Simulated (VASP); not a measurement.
## GaN (strained rocksalt), r²SCAN single-point calculation: Ansatz's output and VASP's

```
Ga N
1.0
     0.01715    2.12566    2.12566
     2.12566    0.01715    2.12566
     2.12566    2.12566    0.01715
Ga N
1 1
Direct
  0.00000 0.00000 0.00000
  0.50000 0.50000 0.50000
```

Ansatz printed

```
SCF 1 converged in 8 iterations: F = -4175.432598 eV  dr2 = 2.95e-8
  greatest PAW one-centre occupation: 0.996 electrons in one spin orbital (limit 2), on the Ga atom at site 0 (counted from 0), in its partial waves of l = 2
NSCF: frozen V_eff on 7 k-points
SCF converged after 8 iterations
Free energy (F): -4175.432598 eV
Harris-Foulkes:  -4175.432598 eV  (|F-HF|=1.94e-8)
Internal energy: -4175.432598 eV  (E = F + TS)
E sigma→0 (E₀):  -4175.432598 eV
Fermi energy:    12.849719 eV
--- Per-component energies (eV) ---
  E_band       = 35.130111
  E_kinetic    = 247.927024
  E_local      = -1674.746244  (includes V_loc(G=0)·N_el)
  E_nonlocal   = 479.545100
  E_hartree    = 788.671763
  E_xc         = -121.385625
  E_vxc        = -142.836307  (∫ρ·V_xc dr)
  E_paw        = -2141.392755  (= ΣΔE_a)
  E_vpaw       = -459.652426  (= ΣTr[D̂ρ^β])
  E_aug_tail   = -0.000018  (compensation charges beyond the density's cutoff)
  E_vtau       = 7.550812  (kinetic-family band-sum trace: ∫τ·v_τ [+ j·A + Jᵃ·Aᵃ] dr)
  E_ewald      = -1753.369208
  E_core_change = -0.682634  (= ΣΔE_core)
  E_smearing   = -0.000000  (= −TS)
  E_closure    = -0.000000  (closes the sum)
  Σ components = -4175.432598   (vs F -4175.432598, Δ=0.00e0)
--- Forces (eV/Å), atoms counted from 1 ---
  atom   1  Ga     0.00000000    -0.00000000    -0.00000000
  atom   2  N      0.00000000     0.00000000    -0.00000000
  max |Σ_I F_I| component: 5.26e-30 eV/Å
--- Stress (GPa, compression-positive) ---
       -2.884852      -1.894523      -1.894523
       -1.894523      -2.884852      -1.894523
       -1.894523      -1.894523      -2.884852
  P = ⅓ Tr σ = -2.8849 GPa (-28.849 kbar)
--- Band table (eV; the first three rows and the last of 116) ---
  k-point 0: bands = ["-5.1647", "-1.6630", "-1.6604", "-1.6604", "-1.5816", "-1.5816", "12.2311", "12.3914", "12.3914", "15.5507", "27.9282", "28.2879", "28.2879"]
  k-point 1: bands = ["-4.9694", "-1.6681", "-1.6556", "-1.6480", "-1.5973", "-1.5935", "11.1878", "12.2741", "12.4079", "16.5176", "25.9621", "27.4156", "27.5706"]
  k-point 2: bands = ["-4.4054", "-1.6951", "-1.6823", "-1.6762", "-1.5773", "-1.5719", "9.1055", "12.3438", "12.4605", "17.8440", "23.9106", "25.6790", "25.7685"]
  k-point 115: bands = ["-2.1801", "-1.8427", "-1.8324", "-1.8324", "-1.4498", "-1.4498", "4.4143", "12.7183", "12.7183", "18.3398", "22.8137", "22.8137", "23.0798"]
```

Each program uses its own PAW datasets. VASP's cell holds 18 valence electrons and Ansatz's 18. Ansatz's stress includes a Pulay correction; VASP's doesn't.

Problem. What does VASP give for the same cell and level of theory?

Solution. gap between bands v and c 1.03 eV; least direct gap 3.19 eV; pressure -1.6 GPa.

From OUTCAR

```
k-points           NKPTS =    116   k-points in BZ     NKDIM =    116   number of bands    NBANDS=     16

   NELECT =      18.0000    total number of electrons

   dimension x,y,z NGX =    24 NGY =   24 NGZ =   24
   dimension x,y,z NGXF=    48 NGYF=   48 NGZF=   48

  energy-cutoff  :      520.00
  volume of cell :       18.98
      direct lattice vectors                 reciprocal lattice vectors
     0.017149259  2.125664674  2.125664674    -0.238086391  0.236180950  0.236180950
     2.125664674  0.017149259  2.125664674     0.236180950 -0.238086391  0.236180950
     2.125664674  2.125664674  0.017149259     0.236180950  0.236180950 -0.238086391

 k-points in reciprocal lattice and weights: KPOINTS created by Atomic Simulation Env
   0.00000000  0.00000000  0.00000000       0.001
   0.10000000 -0.00000000 -0.00000000       0.006
   0.20000000 -0.00000000 -0.00000000       0.006
   0.30000000  0.00000000 -0.00000000       0.006
   0.40000000 -0.00000000 -0.00000000       0.006
   0.50000000 -0.00000000 -0.00000000       0.003
   0.10000000  0.10000000  0.00000000       0.006
   0.20000000  0.10000000  0.00000000       0.012
   ...

 E-fermi :   7.6767

 k-point     1 :       0.0000    0.0000    0.0000
  band No.  band energies     occupation
      1     -10.4177      2.00000
      2      -6.8003      2.00000
      3      -6.7974      2.00000
      4      -6.7974      2.00000
      5      -6.7293      2.00000
      6      -6.7293      2.00000
      7       6.9692      2.00000
      8       7.1295      2.00000
      9       7.1295      2.00000
     10      10.3189      0.00000
     11      22.7735      0.00000
     12      23.1384      0.00000
     13      23.1384      0.00000
     14      24.3252      0.00000
     15      24.4555      0.00000
     16      24.4555      0.00000

 k-point     2 :       0.1000   -0.0000   -0.0000
  band No.  band energies     occupation
      1     -10.2219      2.00000
      2      -6.8055      2.00000
      3      -6.7940      2.00000
      4      -6.7850      2.00000
      5      -6.7452      2.00000
      6      -6.7402      2.00000
      7       5.9312      2.00000
      8       7.0138      2.00000
      9       7.1477      2.00000
     10      11.2815      0.00000
     11      20.7356      0.00000
     12      22.2097      0.00000
     13      22.3624      0.00000
     14      24.1935      0.00000
     15      24.3594      0.00000
     16      24.4825      0.00000

 k-point     3 :       0.2000   -0.0000   -0.0000
  band No.  band energies     occupation
      1      -9.6560      2.00000
      2      -6.8390      2.00000
      3      -6.8220      2.00000
      4      -6.8216      2.00000
      5      -6.7170      2.00000
      6      -6.7120      2.00000
      7       3.8525      2.00000
      8       7.0879      2.00000
      9       7.2046      2.00000
     10      12.6074      0.00000
     11      18.6573      0.00000
     12      20.4395      0.00000
     13      20.5293      0.00000
     14      24.0380      0.00000
     15      25.2230      0.00000
     16      25.5717      0.00000

 k-point     4 :       0.3000    0.0000   -0.0000
  band No.  band energies     occupation
      1      -8.8020      2.00000
      2      -6.9113      2.00000
      3      -6.8934      2.00000
      4      -6.8544      2.00000
      5      -6.6543      2.00000
      6      -6.6524      2.00000
      7       1.7422      2.00000
      8       7.2023      2.00000
      9       7.2952      2.00000
     10      13.1778      0.00000
     11      17.7714      0.00000
     12      18.7746      0.00000
     13      18.8674      0.00000
     14      24.1037      0.00000
     15      27.0913      0.00000
     16      27.4794      0.00000

 k-point     5 :       0.4000   -0.0000   -0.0000
  band No.  band energies     occupation
      1      -7.8704      2.00000
      2      -6.9723      2.00000
      3      -6.9520      2.00000
      4      -6.9061      2.00000
      5      -6.6020      2.00000
      6      -6.6020      2.00000
      7       0.0259      2.00000
      8       7.3155      2.00000
      9       7.3877      2.00000
     10      13.0247      0.00000
     11      17.6500      0.00000
     12      17.7609      0.00000
     13      17.7685      0.00000
     14      24.6245      0.00000
     15      29.5595      0.00000
     16      29.9767      0.00000

 k-point     6 :       0.5000   -0.0000   -0.0000
  band No.  band energies     occupation
      1      -7.3539      2.00000
      2      -6.9998      2.00000
      3      -6.9878      2.00000
      4      -6.9743      2.00000
      5      -6.5825      2.00000
      6      -6.5818      2.00000
      7      -0.6940      2.00000
      8       7.3644      2.00000
      9       7.4281      2.00000
     10      12.8791      0.00000
     11      17.2620      0.00000
     12      17.3726      0.00000
     13      17.8404      0.00000
     14      24.9993      0.00000
     15      31.7273      0.00000
     16      32.1350      0.00000

 ...

  Total       -0.1885603     -0.1885603     -0.1885603     -0.2262090     -0.2262090     -0.2262090
  in kB      -15.9196753    -15.9196753    -15.9196753    -19.0982584    -19.0982584    -19.0982584
  external PRESSURE =     -15.9196753 kB  Pullay stress =       0.0000000 kB

 POSITION                                       TOTAL-FORCE (eV/Angst)
 -----------------------------------------------------------------------------------
      0.00000      0.00000      0.00000         0.000000      0.000000      0.000000
      2.13424      2.13424      2.13424        -0.000000      0.000000     -0.000000
 -----------------------------------------------------------------------------------
    total drift:                                0.000000     -0.000000     -0.000000

  FREE ENERGIE OF THE ION-ELECTRON SYSTEM (eV)
  ---------------------------------------------------
  free  energy   TOTEN  =       -20.9732309714 eV

  energy  without entropy=      -20.9732309714  energy(sigma->0) =      -20.97323097
```
